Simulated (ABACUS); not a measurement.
# CdSe (Cadmoselite) (P6_3mc) in ABACUS: equation of state

How stiff is CdSe (Cadmoselite) in PBEsol, and what volume does it want? The cell is scaled to several volumes.

Everything below comes from runs of ABACUS 3.10.1. Logs are shortened: lines on timing, memory, paths and dates and some standing lists are left out, and cuts for length are marked.

## Step 1: The crystal as given

Symmetry: P6_3mc, No. 186, hexagonal system. The conventional cell has a = 4.300 Å, b = 4.300 Å, c = 7.020 Å, α = 90.00°, β = 90.00°, γ = 120.00°. Cd (site symmetry 3m) has 4 Se at 2.61 to 2.70 Å as nearest neighbours. Se (site symmetry 3m) is surrounded by 4 Cd at 2.61 to 2.70 Å.

## Step 2: Equation of state, PBEsol, 26.42 Å³/atom (volume scaled by 0.94)

INPUT

```
INPUT_PARAMETERS
suffix              CdSe
calculation         scf
basis_type          pw
pseudo_dir          ./
symmetry            1
dft_functional      pbesol
ecutwfc             103
pseudo_rcut         7
nspin               1
nbands              44
ks_solver           dav
smearing_method     fd
smearing_sigma      0.00367493
scf_thr             1e-08
scf_nmax            100
mixing_type         broyden
mixing_beta         0.7
cal_force           1
cal_stress          1
kpar                4
```

STRU

```
ATOMIC_SPECIES
Cd 112.4140 Cd.upf
Se 78.9710 Se.upf

LATTICE_CONSTANT
1.8897261246

LATTICE_VECTORS
4.2122202675 0.0000000000 0.0000000000
-2.1061101337 3.6478897580 0.0000000000
0.0000000000 0.0000000000 6.8766944832

ATOMIC_POSITIONS
Direct

Cd
0.0
2
0.6666666667 0.3333333333 0.5000000000 1 1 1
0.3333333333 0.6666666667 0.0000000000 1 1 1

Se
0.0
2
0.6666666667 0.3333333333 0.8850000000 1 1 1
0.3333333333 0.6666666667 0.3850000000 1 1 1
```

KPT

```
K_POINTS
0
Gamma
7 7 4 0 0 0
```

Potentials or basis: PseudoDojo NC SR 0.4.1 PBEsol standard, plane waves.

Command:

```
$ OMP_NUM_THREADS=1 mpirun -np 4 abacus > log
```

running log:

```text
ABACUS v3.10.1

               Atomic-orbital Based Ab-initio Computation at UStc

 ------------------------------------------------------------------------------------

 READING GENERAL INFORMATION
                           global_out_dir = OUT.CdSe/
                           global_in_card = INPUT
                               pseudo_dir = ./
                              orbital_dir =
                                    DSIZE = 4
                                    GSIZE = 1

 READING UNITCELL INFORMATION
                                    ntype = 2
                  lattice constant (Bohr) = 1.88973
              lattice constant (Angstrom) = 1

 READING ATOM TYPE 1
                               atom label = Cd
                      L=0, number of zeta = 1
                      L=1, number of zeta = 1
                      L=2, number of zeta = 1
             number of atom for this type = 2

 READING ATOM TYPE 2
                               atom label = Se
                      L=0, number of zeta = 1
                      L=1, number of zeta = 1
                      L=2, number of zeta = 1
             number of atom for this type = 2

                        TOTAL ATOM NUMBER = 4
DIRECT COORDINATES
    atom                   x                   y                   z     mag                  vx                  vy                  vz
taud_Cd1            0.6666666667        0.3333333333        0.5000000000  0.0000        0.0000000000        0.0000000000        0.0000000000
taud_Cd2            0.3333333333        0.6666666667        0.0000000000  0.0000        0.0000000000        0.0000000000        0.0000000000
taud_Se1            0.6666666667        0.3333333333        0.8850000000  0.0000        0.0000000000        0.0000000000        0.0000000000
taud_Se2            0.3333333333        0.6666666667        0.3850000000  0.0000        0.0000000000        0.0000000000        0.0000000000

                          Volume (Bohr^3) = 713.065
                             Volume (A^3) = 105.665

 Lattice vectors: (Cartesian coordinate: in unit of a_0)
             +4.21222                  +0                  +0
             -2.10611            +3.64789                  +0
                   +0                  +0            +6.87669
 Reciprocal vectors: (Cartesian coordinate: in unit of 2 pi/a_0)
            +0.237404           +0.137066                  -0
                   -0           +0.274131                  -0
                   +0                  -0           +0.145419
 The esolver type has been set to : ksdft_pw

                PAO radial cut off (Bohr) = 7

 Read in pseudopotential file is Cd.upf
                     pseudopotential type = NC
          exchange-correlation functional = PBESOL
                 nonlocal core correction = 1
                        valence electrons = 20
                                     lmax = 2
                           number of zeta = 4
                     number of projectors = 6
                           L of projector = 0
[... 5 lines left out ...]
                PAO radial cut off (Bohr) = 7

 Read in pseudopotential file is Se.upf
                     pseudopotential type = NC
          exchange-correlation functional = PBESOL
                 nonlocal core correction = 1
                        valence electrons = 16
                                     lmax = 2
                           number of zeta = 3
                     number of projectors = 6
                           L of projector = 0
                           L of projector = 0
                           L of projector = 1
                           L of projector = 1
                           L of projector = 2
                           L of projector = 2
     initial pseudo atomic orbital number = 38

 SETUP THE ELECTRONS NUMBER
            electron number of element Cd = 20
      total electron number of element Cd = 40
            electron number of element Se = 16
      total electron number of element Se = 32
            AUTOSET number of electrons:  = 72
                           occupied bands = 36
                                   NBANDS = 44
                                   NLOCAL = 36

%%%%%%%%%%%%%%%%%%%%%%%%%%%%%%%%%%%%%%%%%%%%%%%%%%%%%%%%%%%%%%%%%%%%%%%%%%%%%%%%%%%%%%%%%%%%%%%%%%%%%%%%%%
 Warning: the number of valence electrons in pseudopotential > 12 for Cd: [Kr] 4d10 5s2
 Warning: the number of valence electrons in pseudopotential > 6 for Se: [Ar] 3d10 4s2 4p4
 Pseudopotentials with additional electrons can yield (more) accurate outcomes, but may be less efficient.
 If you're confident that your chosen pseudopotential is appropriate, you can safely ignore this warning.
%%%%%%%%%%%%%%%%%%%%%%%%%%%%%%%%%%%%%%%%%%%%%%%%%%%%%%%%%%%%%%%%%%%%%%%%%%%%%%%%%%%%%%%%%%%%%%%%%%%%%%%%%%

 SETUP THE PLANE WAVE BASIS
 energy cutoff for charge/potential (unit:Ry) = 412
            fft grid for charge/potential = [ 54, 54, 90 ]
                        fft grid division = [ 1, 1, 1 ]
        big fft grid for charge/potential = [ 54, 54, 90 ]
                                     nbxx = 262440
                                     nrxx = 262440

 SETUP PLANE WAVES FOR CHARGE/POTENTIAL
                    number of plane waves = 100571
                         number of sticks = 1789

[... 73 lines left out ...]
                             BRAVAIS TYPE = 4
                     BRAVAIS LATTICE NAME = 04. Hexagonal cell
                                    ibrav = 4
                       right hand lattice = 1
                        ROTATION MATRICES = 24
                               nkstot_ibz = 24
K-POINTS REDUCTION ACCORDING TO SYMMETRY
     IBZ    DIRECT_X    DIRECT_Y    DIRECT_Z  WEIGHT  ibz2bz
       1  0.00000000  0.00000000  0.00000000  0.0051       0
       2 -0.14285714  0.14285714  0.00000000  0.0306       1
       3 -0.28571429  0.28571429  0.00000000  0.0306       2
       4 -0.42857143  0.42857143  0.00000000  0.0306       3
       5 -0.14285714  0.28571429  0.00000000  0.0306       8
       6 -0.28571429  0.42857143  0.00000000  0.0612       9
[... 16 lines left out ...]
      23  0.42857143  0.42857143  0.50000000  0.0306     108
      24  0.42857143  0.28571429  0.50000000  0.0306     114

                               nkstot now = 24
[... K-POINTS DIRECT COORDINATES: 24 rows ...]

           k-point number in this process = 6
       minimum distributed K point number = 6
[... stars of the k points ...]

[... K-POINTS CARTESIAN COORDINATES: 6 rows ...]

[... K-POINTS DIRECT COORDINATES: 6 rows ...]

 SETUP PLANE WAVES FOR WAVE FUNCTIONS
     energy cutoff for wavefunc (unit:Ry) = 103
              fft grid for wave functions = [ 54, 54, 90 ]
                    number of plane waves = 14137
                         number of sticks = 499

 PARALLEL PW FOR WAVE FUNCTIONS
     PROC   COLUMNS(POT)             PW
        1            499          14137
 --------------- sum -------------------
        1            499          14137

 SETUP NONLOCAL PSEUDOPOTENTIALS IN PLANE WAVE BASIS
 Cd non-local projectors:
 projector 1 L=0
 projector 2 L=0
 projector 3 L=1
 projector 4 L=1
 projector 5 L=2
 projector 6 L=2
 Se non-local projectors:
 projector 1 L=0
 projector 2 L=0
 projector 3 L=1
 projector 4 L=1
 projector 5 L=2
 projector 6 L=2
      TOTAL NUMBER OF NONLOCAL PROJECTORS = 72

 Init Non-Local PseudoPotential table :
 Init Non-Local-Pseudopotential done.

                                     npwx = 12584

 Make real space PAO into reciprocal space.
       max mesh points in Pseudopotential = 701
     dq(describe PAO in reciprocal space) = 0.01
                                    max q = 1222

 number of pseudo atomic orbitals for Cd is 4
WARNING: norm of atomic wavefunction # 3 of atomic type Cd is 0.999996, renormalized
WARNING: norm of atomic wavefunction # 4 of atomic type Cd is 0.997645, renormalized

 number of pseudo atomic orbitals for Se is 3
WARNING: norm of atomic wavefunction # 2 of atomic type Se is 0.999994, renormalized
WARNING: norm of atomic wavefunction # 3 of atomic type Se is 0.999458, renormalized

 -------------------------------------------
 SELF-CONSISTENT
 -------------------------------------------
                                 init_chg = atomic

 PW ALGORITHM --------------- ION=   1  ELEC=   1--------------------------------

 Notice: Threshold on eigenvalues was too large.
 hsover_error=0.72 > DRHO=0.155715
 Origin diag ethr = 0.01
 New diag ethr = 0.000216271

 Density error is 0.155977906579
                          Error Threshold = 0.000216271393088
----------------------------------------------------------
     Energy           Rydberg                 eV
----------------------------------------------------------
 E_KohnSham     -1185.3816587749     -16127.9448640304
 E_Harris       -1187.2133472301     -16152.8662639825
 E_Fermi        0.6398452791         8.7055416337
----------------------------------------------------------
[... 75 lines left out ...]
 Density error is 6.02640376193e-10
                          Error Threshold = 3.16393004374e-11
----------------------------------------------------------
     Energy           Rydberg                 eV
----------------------------------------------------------
 E_KohnSham     -1185.4279897718     -16128.5752295816
 E_KS(sigma->0) -1185.4279892729     -16128.5752227944
 E_Harris       -1185.4278193484     -16128.5729108523
 E_band         -125.9129397882      -1713.1334330504
 E_one_elec     -763.4967097818      -10387.9056572849
 E_Hartree      394.8013773130       5371.5483097043
 E_xc           -192.2552213887      -2615.7664811382
 E_Ewald        -624.4774349165      -8496.4513872886
 E_entropy(-TS) -0.0000009977        -0.0000135743
 E_descf        0.0000000000         0.0000000000
 E_exx          0.0000000000         0.0000000000
 E_Fermi        0.6591671241         8.9684288222
----------------------------------------------------------

 charge density convergence is achieved
 final etot is -16128.57523 eV
 EFERMI = 8.9684288222 eV

 STATE ENERGY(eV) AND OCCUPATIONS    NSPIN == 1
 1/6 kpoint (Cartesian) = 0.0000 0.0000 0.0000 (12491 pws)
       1       -93.1000      0.0102041
       2       -93.0999      0.0102041
       3       -54.1972      0.0102041
       4       -54.1972      0.0102041
       5       -54.1971      0.0102041
       6       -54.1971      0.0102041
[... 266 lines left out ...]
      43        16.2590    5.79499e-65
      44        17.0999    2.87661e-72

------------------------------------------------------------------------------------------
 TOTAL-FORCE (eV/Angstrom)
------------------------------------------------------------------------------------------
                       Cd1         0.0000000000         0.0000000000         0.3346377366
                       Cd2         0.0000000000         0.0000000000         0.3346377366
                       Se1         0.0000000000         0.0000000000        -0.3346377366
                       Se2         0.0000000000         0.0000000000        -0.3346377366
------------------------------------------------------------------------------------------

----------------------------------------------------------------
 TOTAL-STRESS (KBAR)
----------------------------------------------------------------
        48.3856720175        -0.0000000007         0.0000000000
        -0.0000000007        48.3856720172         0.0000000000
         0.0000000000         0.0000000000        21.5755206316
----------------------------------------------------------------
 TOTAL-PRESSURE: 39.448955 KBAR

 --------------------------------------------
 !FINAL_ETOT_IS -16128.5752295815527759 eV
 --------------------------------------------
```

It took 51 s on 4 MPI ranks of Intel Xeon 6975P-C (Granite Rapids), shared host; peak memory 1.2 GiB.

Results:

```yaml
Free_energy: -16128.5752 eV
Pressure: 3.9 GPa
Largest_force: 0.335 eV/Å
Band_gap_on_the_k_mesh: 0.70 eV, direct
```

## Step 3: Equation of state, PBEsol, 26.98 Å³/atom (volume scaled by 0.96)

INPUT is that of step 2.

STRU: that of step 2 with these lines changed.

```diff
@@ -8,5 +8,5 @@
 LATTICE_VECTORS
-4.2122202675 0.0000000000 0.0000000000
--2.1061101337 3.6478897580 0.0000000000
-0.0000000000 0.0000000000 6.8766944832
+4.2418847678 0.0000000000 0.0000000000
+-2.1209423839 3.6735799689 0.0000000000
+0.0000000000 0.0000000000 6.9251235047
```

KPT is that of step 2.

Potentials or basis: PseudoDojo NC SR 0.4.1 PBEsol standard, plane waves.

Command:

```
$ OMP_NUM_THREADS=1 mpirun -np 4 abacus > log
```

Wall time 52 s (4 MPI ranks of Intel Xeon 6975P-C (Granite Rapids), shared host); peak memory 1.3 GiB.

It converged, with:

```
Free energy            : -16128.6210 eV
Pressure               : 2.5 GPa
Largest force          : 0.310 eV/Å
Band gap on the k mesh : 0.66 eV, direct
```

## Step 4: Equation of state, PBEsol, 27.54 Å³/atom (volume scaled by 0.98)

INPUT is that of step 3.

STRU: that of step 3 with these lines changed.

```diff
@@ -8,5 +8,5 @@
 LATTICE_VECTORS
-4.2418847678 0.0000000000 0.0000000000
--2.1209423839 3.6735799689 0.0000000000
-0.0000000000 0.0000000000 6.9251235047
+4.2711400700 0.0000000000 0.0000000000
+-2.1355700350 3.6989158038 0.0000000000
+0.0000000000 0.0000000000 6.9728844864
```

KPT is that of step 3.

Command:

```
$ OMP_NUM_THREADS=1 mpirun -np 4 abacus > log
```

Run time: 49 s. Hardware: 4 MPI ranks of Intel Xeon 6975P-C (Granite Rapids), shared host; peak memory 1.3 GiB.

The run converged. Its results:

```
Free energy            : -16128.6481 eV
Pressure               : 1.3 GPa
Largest force          : 0.288 eV/Å
Band gap on the k mesh : 0.62 eV, direct
```

## Step 5: Equation of state, PBEsol, 28.10 Å³/atom

INPUT is that of step 4.

STRU: that of step 4 with these lines changed.

```diff
@@ -8,5 +8,5 @@
 LATTICE_VECTORS
-4.2711400700 0.0000000000 0.0000000000
--2.1355700350 3.6989158038 0.0000000000
-0.0000000000 0.0000000000 6.9728844864
+4.3000000000 0.0000000000 0.0000000000
+-2.1500000000 3.7239092363 0.0000000000
+0.0000000000 0.0000000000 7.0200000000
```

KPT is that of step 4.

Command:

```
$ OMP_NUM_THREADS=1 mpirun -np 4 abacus > log
```

Wall time 50 s (4 MPI ranks of Intel Xeon 6975P-C (Granite Rapids), shared host); peak memory 1.3 GiB.

It converged, with:

```yaml
Free_energy: -16128.6587 eV
Pressure: 0.2 GPa
Largest_force: 0.267 eV/Å
Band_gap_on_the_k_mesh: 0.58 eV, direct
```

## Step 6: Equation of state, PBEsol, 28.66 Å³/atom (volume scaled by 1.02)

INPUT is that of step 5.

STRU: that of step 5 with these lines changed.

```diff
@@ -8,5 +8,5 @@
 LATTICE_VECTORS
-4.3000000000 0.0000000000 0.0000000000
--2.1500000000 3.7239092363 0.0000000000
-0.0000000000 0.0000000000 7.0200000000
+4.3284776511 0.0000000000 0.0000000000
+-2.1642388256 3.7485716056 0.0000000000
+0.0000000000 0.0000000000 7.0664914211
```

KPT is that of step 5.

Potentials or basis: PseudoDojo NC SR 0.4.1 PBEsol standard, plane waves.

Command:

```
$ OMP_NUM_THREADS=1 mpirun -np 4 abacus > log
```

It took 50 s on 4 MPI ranks of Intel Xeon 6975P-C (Granite Rapids), shared host; peak memory 1.3 GiB.

The run converged. Its results:

```yaml
Free_energy: -16128.6545 eV
Pressure: -0.8 GPa
Largest_force: 0.247 eV/Å
Band_gap_on_the_k_mesh: 0.54 eV, direct
```

## Step 7: Equation of state, PBEsol, 29.23 Å³/atom (volume scaled by 1.04)

INPUT is that of step 6.

STRU: that of step 6 with these lines changed.

```diff
@@ -8,5 +8,5 @@
 LATTICE_VECTORS
-4.3284776511 0.0000000000 0.0000000000
--2.1642388256 3.7485716056 0.0000000000
-0.0000000000 0.0000000000 7.0664914211
+4.3565854364 0.0000000000 0.0000000000
+-2.1782927182 3.7729136617 0.0000000000
+0.0000000000 0.0000000000 7.1123790148
```

KPT is that of step 6.

Command:

```
$ OMP_NUM_THREADS=1 mpirun -np 4 abacus > log
```

Wall time 53 s (4 MPI ranks of Intel Xeon 6975P-C (Granite Rapids), shared host); peak memory 1.3 GiB.

Results (log left out):

- Free energy: -16128.6370 eV
- Pressure: -1.7 GPa
- Largest force: 0.229 eV/Å
- Band gap on the k mesh: 0.50 eV, direct

## Step 8: Equation of state, PBEsol, 29.79 Å³/atom (volume scaled by 1.06)

INPUT is that of step 7.

STRU: that of step 7 with these lines changed.

```diff
@@ -8,5 +8,5 @@
 LATTICE_VECTORS
-4.3565854364 0.0000000000 0.0000000000
--2.1782927182 3.7729136617 0.0000000000
-0.0000000000 0.0000000000 7.1123790148
+4.3843351364 0.0000000000 0.0000000000
+-2.1921675682 3.7969456069 0.0000000000
+0.0000000000 0.0000000000 7.1576820134
```

KPT is that of step 7.

Command:

```
$ OMP_NUM_THREADS=1 mpirun -np 4 abacus > log
```

Wall time 59 s (4 MPI ranks of Intel Xeon 6975P-C (Granite Rapids), shared host); peak memory 1.4 GiB.

It converged, with:

* Free energy: -16128.6077 eV
* Pressure: -2.5 GPa
* Largest force: 0.212 eV/Å
* Band gap on the k mesh: 0.46 eV, direct

## Step 9: Equation of state, PBEsol

Potentials or basis: PseudoDojo NC SR 0.4.1 PBEsol standard, plane waves.

This step only gathers the single runs of the series.

Results:

```yaml
Equilibrium_volume: 28.21 Å³/atom
Bulk_modulus_at_fixed_shape_and_positions: 52 GPa
Pressure_derivative_of_the_bulk_modulus: 4.7
```

Energy against volume, from the lowest point:
| volume (Å³/atom) | energy (meV/atom) |
| --- | --- |
| 26.416 | 20.87 |
| 26.978 | 9.43 |
| 27.540 | 2.64 |
| 28.102 | 0.00 |
| 28.665 | 1.06 |
| 29.227 | 5.43 |
| 29.789 | 12.74 |

Caveat: the cell was scaled at fixed shape and fractional positions, which overstates the stiffness of a crystal with free parameters, most of all of layers and chains.
